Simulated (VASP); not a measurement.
Write the native input for VASP 6.6.1 that does the following.

```
Task                   : single point
Functional             : PBE
Potentials or basis    : VASP PAW PBE potentials, release 64 (Zr_sv)
Cutoff                 : 520 eV
k mesh                 : 11 × 6 × 1
Occupations            : gaussian, width 0.1 eV
Spin                   : no spin polarisation
Dipole correction      : yes
Further INCAR settings : ALGO = Fast; EDIFF = 1e-06; NBANDS = 45; ISYM = 0
```

The structure of Zr lies in POSCAR:

```
Zr
1.0
    3.2327898661      0.0000000000      0.0000000000
   -1.6163949330      5.8786051464      0.0000000000
    0.0000000000      0.0000000000     20.3338712280
Zr
6
Direct
    0.7890702173      0.5787274575      0.3744188721
    0.0647105262      0.1299127591      0.3946897685
    0.3971898970      0.7941937822      0.4864125129
    0.6698426494      0.3398712683      0.5135876508
    0.0023216552      0.0041515852      0.6053101145
    0.2779613465      0.5553357309      0.6255810812
```

The slab is cut from a database's or a generator's crystal, which needn't be the stable form of the element.

The cell isn't the ideal one: (1 0 1) slab, atoms relaxed.

One way to write it, as run:

INCAR

```
SYSTEM = Zr
PREC     = Accurate       ! precision mode
ENCUT    = 520            ! plane-wave cutoff, eV
EDIFF    = 1E-6           ! SCF threshold, eV
ISMEAR   = 0              ! smearing method
SIGMA    = 0.1            ! smearing width, eV
LREAL    = .False.        ! projectors in reciprocal space
LASPH    = .True.         ! aspherical terms in the spheres
NELM     = 100            ! most SCF steps
ALGO     = Fast           ! electronic algorithm
ISIF     = 2              ! what is computed and relaxed
LWAVE    = .False.        ! write WAVECAR
LCHARG   = .False.        ! write CHGCAR
LDIPOL   = .True.       
IDIPOL   = 3            
DIPOL    = 0.5 0.5 0.500
GGA      = PE             ! functional
NBANDS   = 45             ! bands
ISYM     = 0
```

KPOINTS

```
regular mesh
0
Gamma
  11 6 1
  0 0 0
```

Potentials or basis: VASP PAW PBE potentials, release 64 (Zr_sv).

Command:

```bash
$ cat potpaw_PBE.64/Zr_sv/POTCAR > POTCAR
$ mpirun -np 1 vasp_std > vasp.out
```

Results of the run:

* Largest force: 0.015 eV/Å
* Band gap on the k mesh: none (metal or under the smearing width)

Wall time 19 min on 1 thread of AMD EPYC 9R45 96-Core Processor (Zen 5), on a shared host, peak memory 0.64 GiB.
